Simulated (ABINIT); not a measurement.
An input for ABINIT 10.8.3 (InP (F-43m)):

```
acell 3*1.0 Angstrom
rprim 
  -0.000000000000 2.930500000000 2.930500000000
  2.930500000000 -0.000000000000 2.930500000000
  2.930500000000 2.930500000000 -0.000000000000
ntypat 2
znucl 49 15
natom 2
typat 1 2
xred 
  0.000000000000 0.000000000000 0.000000000000
  0.250000000000 0.250000000000 0.250000000000
pp_dirpath "pseudos"
pseudos "In.upf, P.upf"
ecut 33
ngkpt 4 4 4
nshiftk 1
shiftk 0 0 0
kptopt 1
chksymbreak 0
istwfk *1
occopt 1
irdwfk 1
optdriver 3
nband 163
ecuteps 7
inclvkb 2
awtr 1
symchi 1
indata_prefix "in"
outdata_prefix "out"
tmpdata_prefix "tmp"
```

The database entry behind the starting cell differs from later determinations by our own check (0.1 to 0.3 % short, probably kX units), so it need not match the best structure at ambient conditions.

```sh
OMP_NUM_THREADS=1 mpirun -n 8 abinit run.abi > log
```

**Question.** How long will it take on 8 MPI ranks of Arm Neoverse V1, shared host, and how much memory?

It took 48 s; on shared hardware allow 24 s to 96 s. Peak host memory was 1.6 GiB.

[Paths, hosts, dates, memory and timing lines, banners, echoed tables and standing remarks are left out of the program output.]

[Logs are printed without paths, hosts, clocks, repeated set-up lines and the standing remarks that a program may print on its own settings, such as how far it seeks lower states.]

[Runs of the session that timed out or met a known fault of the program may be left out.]

[No measured gap is set beside runs whose start may be inverted or whose files or cutoffs have a known fault.]

[Hosts, paths, dates, database ids (printed as entryN), source tags and the programs' standing remarks are cut or masked in the printed files.]

[G0W0 gaps are taken among the corrected bands and points alone; a level outside them can change the order at an edge.]

[Where Ansatz stands beside ABINIT at settings called matched, ABINIT's density can come from a denser mesh and the files from another edition; pairs whose starting gaps differed by over 0.03 eV were left out, so agreement reads better than it is.]
